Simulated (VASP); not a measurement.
# Mg (P1) in VASP: reference runs

How does Mg come out in PBE? The cell is run as given.

All numbers are computed with VASP 6.6.1; they aren't measurements. Logs are shortened: lines on timing, memory, paths and dates and some standing lists are left out, and cuts for length are marked.

## 1. The cell of the first run

The typed cell holds 4 atoms: a = 3.209 Å, b = 5.210 Å, c = 5.559 Å, α = 90.00°, β = 90.00°, γ = 90.00°.

## 2. Single point, PBE (all atoms moved at random, sigma 0.1 Å a component)

The input, INCAR:

```
SYSTEM = Mg
ALGO = Normal
EDIFF = 1E-7
ENCUT = 520
GGA = PE
ISIF = 2
ISMEAR = -1
LASPH = .TRUE.
LCHARG = .FALSE.
LREAL = .FALSE.
LWAVE = .FALSE.
NBANDS = 12
NELM = 100
PREC = Accurate
SIGMA = 0.05
```

The input, KPOINTS:

```
k-points
0
G
  8 5 5
  0 0 0
```

The input, POSCAR:

```
Mg
1.0
   -3.2092715300      0.0000000000      0.0000000000
    0.0000000000      0.0000000000     -5.2103300000
    0.0000000000     -5.5586213500      0.0000000000
Mg
4
Direct
    0.4786531700      0.7694062400      0.1983416200
    0.9776270300      0.7286652600      0.6735400000
    0.0172647300      0.2469872100      0.3123387600
    0.5264550700      0.2549412900      0.8157796200
```

Potentials or basis: VASP PAW PBE potentials, release 64 (Mg).

The run is started by

```sh
$ cat potpaw_PBE.64/Mg/POTCAR > POTCAR
$ mpirun -np 1 vasp_std > vasp.out
```

OUTCAR:

```text
SYSTEM = Mg
   EDIFF = 1E-7
   ENCUT = 520
   GGA = PE
   ISIF = 2
   ISMEAR = -1
   LASPH = .TRUE.
   LREAL = .FALSE.
   NELM = 100
   PREC = Accurate

 ion  position               nearest neighbor table
   1  0.479  0.769  0.198-   3 2.96   3 3.10   2 3.10   2 3.10   3 3.16   3 3.29   4 3.31   2 3.33
                             2 3.34   4 3.43
   2  0.978  0.729  0.674-   4 2.97   1 3.10   1 3.10   4 3.13   4 3.20   3 3.22   1 3.33   1 3.34
                             4 3.35   3 3.37
   3  0.017  0.247  0.312-   1 2.96   1 3.10   1 3.16   4 3.18   4 3.21   4 3.21   2 3.22   4 3.24
                             1 3.29   2 3.37
   4  0.526  0.255  0.816-   2 2.97   2 3.13   3 3.18   2 3.20   3 3.21   3 3.21   3 3.24   1 3.31
                             2 3.35   1 3.43

  LATTYP: Found a simple orthorhombic cell.
 ALAT       =     3.2092715300
 B/A-ratio  =     1.6235242021
 C/A-ratio  =     1.7320508091

  Lattice vectors:

 A1 = (  -3.2092715300,   0.0000000000,   0.0000000000)
 A2 = (   0.0000000000,   0.0000000000,  -5.2103300000)
 A3 = (   0.0000000000,  -5.5586213500,   0.0000000000)

Analysis of symmetry for initial positions (statically):
=====================================================================
 Subroutine PRICEL returns:
 Original cell was already a primitive cell.

 Routine SETGRP: Setting up the symmetry group for a
 simple orthorhombic supercell.

 Subroutine GETGRP returns: Found  1 space group operations
 (whereof  1 operations were pure point group operations)
 out of a pool of  8 trial point group operations.

The static configuration has the point symmetry C_1 .

Analysis of symmetry for dynamics (positions and initial velocities):
=====================================================================
 Subroutine PRICEL returns:
 Original cell was already a primitive cell.

 Routine SETGRP: Setting up the symmetry group for a
 simple orthorhombic supercell.

 Subroutine GETGRP returns: Found  1 space group operations
 (whereof  1 operations were pure point group operations)
 out of a pool of  8 trial point group operations.

The dynamic configuration has the point symmetry C_1 .

 Subroutine INISYM returns: Found  1 space group operations
 (whereof  1 operations are pure point group operations),
 and found     1 'primitive' translations

----------------------------------------------------------------------------------------

                                     Primitive cell

  volume of cell :      92.9477

  direct lattice vectors                    reciprocal lattice vectors
[... 107 lines left out ...]
   EFERMI_NEDOS =   21; number of points for ismear=-14 and -15
   IALGO  =     38    algorithm
   IMIX   =      4    mixing-type and parameters
     AMIX     =   0.40;   BMIX     =  1.00
     AMIX_MAG =   1.60;   BMIX_MAG =  1.00
  volume/ion in A,a.u.               =      23.24       156.81
  Fermi-wavevector in a.u.,A,eV,Ry     =   0.722812  1.365916  7.108458  0.522457
  Thomas-Fermi vector in A             =   1.812869
   LORBIT       =      0    0 simple, 1 ext, 2 COOP (PROOUT), +10 PAW based schemes
   GGA     = PE    functional components
   LHFCALC =     F    Hartree Fock is set to
   AEXX    =    0.0000 exact exchange contribution
   IVDW    =     0    specifies the selected vdW correction
   LEPSILON=     F    determine dielectric tensor
   LRPA    =     F    only Hartree local field effects (RPA)
 non-spin polarized calculation
  energy-cutoff  :      520.00
  volume of cell :       92.95
 maximum number of plane-waves:      2532
   NGX = 11   NGY = 19   NGZ = 21

 number of electron       8.0000000 magnetization

 Free energy of the ion-electron system (eV)
  ---------------------------------------------------
  ext. energy  EPLUGINS =         0.00000000
  ---------------------------------------------------
  free energy    TOTEN  =        -5.94315881 eV

  energy without entropy =       -5.93226055  energy(sigma->0) =       -5.93770968

 E-fermi :   2.6048     XC(G=0):  -8.4494

 val. band max:        2.5851144099   @ k =   0.3750   0.2000   0.0000
 cond. band min:       2.6290303557   @ k =   0.1250  -0.4000   0.0000
 fundamental gap:      0.0439159458
 Fermi energy:         2.6048053181

 k-point     1 :       0.0000    0.0000    0.0000
  band No.  band energies     occupation
      1      -4.3151      2.00000
      2       0.3888      2.00000
      3       0.4450      2.00000
      4       0.9641      2.00000
      5       1.3380      2.00000
      6       5.1297      0.00000
      7       5.6675      0.00000
      8       5.6939      0.00000
      9       6.2807      0.00000
     10       9.3742      0.00000
     11      10.8619      0.00000
     12      13.3310      0.00000
[... 331 lines left out ...]
 k-point    24 :       0.1250    0.0000   -0.2000
  band No.  band energies     occupation
      1      -3.8925      2.00000
      2      -1.0174      2.00000
      3       1.2831      2.00000
      4       1.7259      2.00000
      5       2.6627      0.47800
      6       3.9771      0.00000
      7       4.5841      0.00000
      8       6.5106      0.00000
      9       7.6299      0.00000
     10       8.8433      0.00000
     11       9.3879      0.00000
     12      10.7827      0.00000

 [... further k-points ...]

------------------------ aborting loop because EDIFF is reached ----------------------------------------

  FORCE on cell =-STRESS in cart. coord.  units (eV):
  Direction    XX          YY          ZZ          XY          YZ          ZX
  --------------------------------------------------------------------------------------
  -------------------------------------------------------------------------------------
  Total        0.0710842     -0.7350276      0.3975446     -0.2141638     -0.0405771      0.0198320
  in kB        1.2253069    -12.6699653      6.8526354     -3.6916275     -0.6994439      0.3418529
  external PRESSURE =      -1.5306743 kB  Pullay stress =       0.0000000 kB

 VOLUME and BASIS-vectors are now :
 -----------------------------------------------------------------------------
  energy-cutoff  :      520.00
  volume of cell :       92.95
      direct lattice vectors                 reciprocal lattice vectors
    -3.209271530  0.000000000  0.000000000    -0.311597193  0.000000000  0.000000000
     0.000000000  0.000000000 -5.210330000     0.000000000  0.000000000 -0.191926423
     0.000000000 -5.558621350  0.000000000     0.000000000 -0.179900723  0.000000000

 POSITION                                       TOTAL-FORCE (eV/Angst)
 -----------------------------------------------------------------------------------
     -1.53613     -1.10251     -4.00886        -0.129685      0.394316      0.285347
     -3.13747     -3.74395     -3.79659        -0.150356     -0.135567     -0.318111
     -0.05541     -1.73617     -1.28688         0.106757     -0.156816     -0.234500
     -1.68954     -4.53461     -1.32833         0.173283     -0.101933      0.267264
 -----------------------------------------------------------------------------------
    total drift:                                0.000001      0.000001     -0.000000

  FREE ENERGIE OF THE ION-ELECTRON SYSTEM (eV)
  ---------------------------------------------------
  free  energy   TOTEN  =        -5.9431588109 eV

  energy  without entropy=       -5.9322605538  energy(sigma->0) =       -5.93770968
```

OSZICAR:

```text
N       E                     dE             d eps       ncg     rms          rms(c)
DAV:   1     0.307508265692E+01    0.30751E+01   -0.24461E+03  2424   0.477E+02
DAV:   2    -0.573203948584E+01   -0.88071E+01   -0.84719E+01  3036   0.528E+01
DAV:   3    -0.597429532949E+01   -0.24226E+00   -0.23925E+00  3140   0.676E+00
DAV:   4    -0.597559573036E+01   -0.13004E-02   -0.13001E-02  2836   0.577E-01
DAV:   5    -0.597560984428E+01   -0.14114E-04   -0.14114E-04  3108   0.629E-02    0.137E+00
DAV:   6    -0.595886822182E+01    0.16742E-01   -0.10865E-02  2856   0.388E-01    0.874E-01
DAV:   7    -0.594363536281E+01    0.15233E-01   -0.13131E-02  2956   0.590E-01    0.798E-02
DAV:   8    -0.594316519473E+01    0.47017E-03   -0.17732E-03  2708   0.165E-01    0.211E-02
DAV:   9    -0.594315478884E+01    0.10406E-04   -0.69109E-05  3072   0.421E-02    0.750E-03
DAV:  10    -0.594315799740E+01   -0.32086E-05   -0.23211E-06  2908   0.690E-03    0.197E-03
DAV:  11    -0.594315878506E+01   -0.78766E-06   -0.22145E-07  2744   0.193E-03    0.154E-04
DAV:  12    -0.594315881088E+01   -0.25819E-07   -0.96539E-09  1720   0.461E-04
   1 F= -.59431588E+01 E0= -.59377097E+01  d E =-.108983E-01
```

It took 92 s on 1 thread of Intel Xeon Platinum 8175M at 2.50GHz (Skylake/Cascade Lake), shared host; peak memory 0.24 GiB.

What came out:

```yaml
Free_energy: -5.9432 eV
Pressure: -0.2 GPa
Largest_force: 0.504 eV/Å
Band_gap_on_the_k_mesh: none (metal or under the smearing width)
```

Forces on the atoms (eV/Å):
```
Mg  -0.130  0.394  0.285
Mg  -0.150 -0.136 -0.318
Mg   0.107 -0.157 -0.234
Mg   0.173 -0.102  0.267
```
